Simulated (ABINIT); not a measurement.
ZrS2:

```
Zr S
1.0
     3.69138    0.00000    0.00000
    -1.84569    3.19683    0.00000
     0.00000    0.00000    6.04108
Zr S
1 2
Direct
  0.00000 0.00000 0.00000
  0.33333 0.66667 0.23791
  0.66667 0.33333 0.76209
```

The cell is a database's computed one.

Base run:

* Program: ABINIT 10.8.3 (patched build)
* Functional: LDA
* Potentials or basis: JTH PAW LDA v2.0
* Cutoff: 544 eV
* k mesh: 10 × 10 × 6
* Occupations: fermi-dirac, width 0.05 eV
* Spin: no spin polarisation

Its results: band gap on the k mesh 0.91 eV, indirect (least direct gap 1.54 eV); pressure -4.7 GPa; largest force 0.308 eV/Å.

Task: The run is repeated on the same cell with these changes: k mesh from 10 × 10 × 6 to 5 × 5 × 3. What comes out?

Result: Band gap on the k mesh 1.03 eV, indirect (least direct gap 1.52 eV); pressure -4.5 GPa; largest force 0.326 eV/Å.

Caveats: an odd mesh through Γ misses points on the zone boundary, where band edges often lie (some runs).

Not every run made on this cell is shown here.
